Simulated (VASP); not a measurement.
A run of VASP 6.6.1 is set up as follows.

The input POSCAR:

```
SnSe2
1.0
    0.0000000000      3.4068553633      3.4068553633
    3.4068553633      0.0000000000      3.4068553633
    3.4068553633      3.4068553633      0.0000000000
Sn Se
1 2
Direct
    0.0000000000      0.0000000000      0.0000000000
    0.2500000000      0.2500000000      0.2500000000
    0.7500000000      0.7500000000      0.7500000000
```

Contents of INCAR.step1:

```
SYSTEM = SnSe2
ALGO = Normal ; EDIFF = 1E-5
ENCUT = 520 ; GGA = PE
ISIF = 2 ; ISMEAR = -1
LASPH = .TRUE. ; LCHARG = .FALSE.
LREAL = .FALSE. ; LWAVE = .TRUE.
NBANDS = 20 ; NELM = 80
PREC = Accurate ; SIGMA = 0.02
```

Contents of INCAR.step2:

```
SYSTEM = SnSe2
ALGO = Normal ; EDIFF = 1E-6
ENCUT = 520 ; GGA = PE
HFSCREEN = 0.2079 ; ISIF = 2
ISMEAR = -1 ; ISTART = 1
LASPH = .TRUE. ; LCHARG = .FALSE.
LHFCALC = .TRUE. ; LREAL = .FALSE.
LWAVE = .FALSE. ; NBANDS = 20
NELM = 80 ; PREC = Accurate
PRECFOCK = Normal ; SIGMA = 0.02
```

The input KPOINTS:

```
k-points
0
G
  4 4 4
  0 0 0
```

Potentials or basis: VASP PAW PBE potentials, release 64 (Sn_d, Se).

Run with:

```sh
$ cat potpaw_PBE.64/Sn_d/POTCAR potpaw_PBE.64/Se/POTCAR > POTCAR
$ cp INCAR.step1 INCAR
$ mpirun -np 1 vasp_std > vasp.out
$ cp INCAR.step2 INCAR
$ mpirun -np 1 vasp_std > vasp.out
```

(1) What does it give for the band gap on the k mesh?

(2) Predict the pressure.

## Answers

(1) none (metal or under the smearing width).

(2) -1.2 GPa.

Caveat: the k mesh is coarse (spacing up to 0.40 Å⁻¹), so the values aren't converged, least of all with exact exchange; the PAW data sets were made with another functional, which shifts forces and pressure a little.
